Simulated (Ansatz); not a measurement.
BeO (wurtzite)

```
BeO
1.0
    2.69285     0.00000     0.00000
   -1.34642     2.33208     0.00000
    0.00000     0.00000     4.37286
Be O
2 2
Direct
  0.66667   0.33333   0.00147
  0.33333   0.66667   0.50147
  0.66667   0.33333   0.62373
  0.33333   0.66667   0.12373
```

The volume is varied about the relaxed value V₀ at fixed cell shape. The atoms relax within the cell's symmetry.

Method: PBEsol (plane waves to 420 eV, PAW, scalar-relativistic; Ansatz, a quantum-chemistry and plane-wave program). k mesh 14×14×8 (Γ-centred), Fermi-Dirac smearing 0.05 eV. The energy includes the smearing's −TS. Compression counts positive. BeO was relaxed with its symmetry unable to fall. ΔE is measured from the relaxed starting cell.

```json
[
 {"V/V₀": "0.940", "P (GPa)": "15.1", "ΔE (meV/atom)": "?"},
 {"V/V₀": "0.955", "P (GPa)": "10.9", "ΔE (meV/atom)": "10.1"},
 {"V/V₀": "0.970", "P (GPa)": "7.0", "ΔE (meV/atom)": "?"},
 {"V/V₀": "0.985", "P (GPa)": "3.4", "ΔE (meV/atom)": "1.0"},
 {"V/V₀": "1.000", "P (GPa)": "0.0", "ΔE (meV/atom)": "0.0"},
 {"V/V₀": "1.015", "P (GPa)": "-3.2", "ΔE (meV/atom)": "1.0"},
 {"V/V₀": "1.030", "P (GPa)": "-6.1", "ΔE (meV/atom)": "4.0"},
 {"V/V₀": "1.045", "P (GPa)": "-8.8", "ΔE (meV/atom)": "8.8"},
 {"V/V₀": "1.060", "P (GPa)": "-11.4", "ΔE (meV/atom)": "15.3"}
]
```

**Question.** Complete the blanks.

**Answer.** 
- 0.940, ΔE (meV/atom): 18.5
- 0.970, ΔE (meV/atom): 4.4

(Under strain, the slope of the energy per volume gives the stress and its curvature an elastic modulus.)
